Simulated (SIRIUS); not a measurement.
Crystal: Ge.

```
Ge
1.0
     1.39715   -2.60052    0.00000
     1.39715    2.60052    0.00000
     0.00000    0.00000    2.69823
Ge
1
Direct
  0.50000 0.50000 0.00000
```

This isn't the form of Ge at room conditions, which is diamond.

Base run:

- Program: SIRIUS 7.10.0
- Functional: PBEsol
- Potentials or basis: PseudoDojo 0.4.1 PBE standard (scalar relativistic)
- Cutoff: 1078 eV
- Density cutoff: 4311 eV
- k mesh: 9 × 9 × 8
- Occupations: fermi-dirac, width 0.05 eV
- Spin: no spin polarisation

Its results: band gap on the k mesh none (metal or under the smearing width); pressure -4.0 GPa.

The run is repeated on the same cell with these changes: functional from PBEsol to RGE2; libxc names from ["XC_GGA_X_PBE_SOL", "XC_GGA_C_PBE_SOL"] to ["XC_GGA_X_RGE2", "XC_GGA_C_RGE2"]. What comes out?

Band gap on the k mesh none (metal or under the smearing width); pressure -3.0 GPa.

Caveats: the potentials were made for another functional, which shifts forces and pressure.
